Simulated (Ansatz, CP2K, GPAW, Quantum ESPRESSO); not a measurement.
**One calculation of Se, 4 ways**

```
Se
1.0
     4.36620    0.00000    0.00000
    -2.18310    3.78124    0.00000
     0.00000    0.00000    4.95360
Se
3
Cartesian
  1.6910 2.9289 0.0000
  -0.4921 0.8523 3.3024
  0.9841 0.0000 1.6512
```

Alike in all runs: task band structure; functional LDA; k mesh 7 × 7 × 6; occupations fermi-dirac, width 0.05 eV; no spin polarisation; no spin-orbit coupling. LDA stands for any of its common fits. Pressure is positive in compression and, in plane waves, holds the error of the finite cutoff. Gaps are the smaller of the mesh's and the band path's.

```tsv
program and potentials	plane-wave cutoff (eV)	notes	band gap (eV)	pressure (GPa)	largest force (eV/Å)
CP2K, GTH_POTENTIALS Se GTH-PADE-q6; TZVP-MOLOPT-PBE-GTH basis	-	atomic basis; 6 valence electrons an atom on average	0.92	-0.44	0.406
Quantum ESPRESSO, PseudoDojo 0.4.1 SR LDA standard	1170	16 valence electrons an atom on average	?	?	?
GPAW, the program's PAW data sets (release 1.2.1) made for this functional	600	6 valence electrons an atom on average	0.91	-1.23	0.240
Ansatz, all-electron LAPW, scalar-relativistic	-	-	0.93	-1.27	0.212
```

Q: Estimate from the other rows what the run with Quantum ESPRESSO, PseudoDojo 0.4.1 SR LDA standard gave.

A: Band gap 0.91 eV; pressure -1.26 GPa; largest force 0.236 eV/Å. The other rows, which needn't bracket it: band gap 0.91 to 0.93; pressure -1.27 to -0.44; largest force 0.212 to 0.406.
